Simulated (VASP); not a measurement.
Set up this calculation in VASP 6.6.1, as the native input.

```yaml
Task: relaxation of the atoms
Functional: r2SCAN
Potentials_or_basis: VASP PAW PBE potentials, release 64 (As)
Cutoff: 520 eV
k_mesh: 5 × 5 × 7
Occupations: gaussian, width 0.05 eV
Spin: no spin polarisation
Further_INCAR_settings: ALGO = Normal; EDIFF = 1e-06; IBRION = 2; EDIFFG = -0.005; NSW = 40
```

The structure of As lies in POSCAR:

```
As
1.0
    4.5664000000      0.0000000000      0.0000000000
   -2.2832000000      3.9546200000      0.0000000000
    0.0000000000      0.0000000000      2.8337400000
As
2
Direct
    0.3466460000      0.6844370000      0.0149760000
    0.6618720000      0.3357830000      0.0200460000
```

The cell was built by a generator and needn't be a form met in nature.

The cell isn't the ideal one: atoms moved at random, drawn with an rms of 0.1 Å.

One way to write it, as run:

INCAR

```
SYSTEM = As
  PREC = Accurate
  ENCUT = 520
  EDIFF = 1E-6
  ISMEAR = 0
  SIGMA = 0.05
  LREAL = .False.
  LASPH = .True.
  NELM = 100
  ALGO = Normal
  ISIF = 2
  LWAVE = .False.
  LCHARG = .False.
  METAGGA = R2SCAN
  LMIXTAU = .True.
  IBRION = 2
  NSW = 40
  EDIFFG = -0.005
```

KPOINTS

```
Automatic mesh
0
Gamma
  5 5 7
  0 0 0
```

Potentials or basis: VASP PAW PBE potentials, release 64 (As).

Command:

```console
$ cat potpaw_PBE.64/As/POTCAR > POTCAR
$ mpirun -np 1 vasp_std > vasp.out
```

It gave:

The energy gained by relaxing is 2.6 meV/atom and the ionic steps are 9. The pressure after relaxing is -1.2 GPa and the band gap on the k mesh is none (metal or under the smearing width).

Caveat: the PAW data sets were made with another functional, which shifts forces and pressure a little.

It took 4 min on 1 thread of Intel(R) Xeon(R) 6975P-C (Granite Rapids) (shared host), peak memory 0.2 GiB.
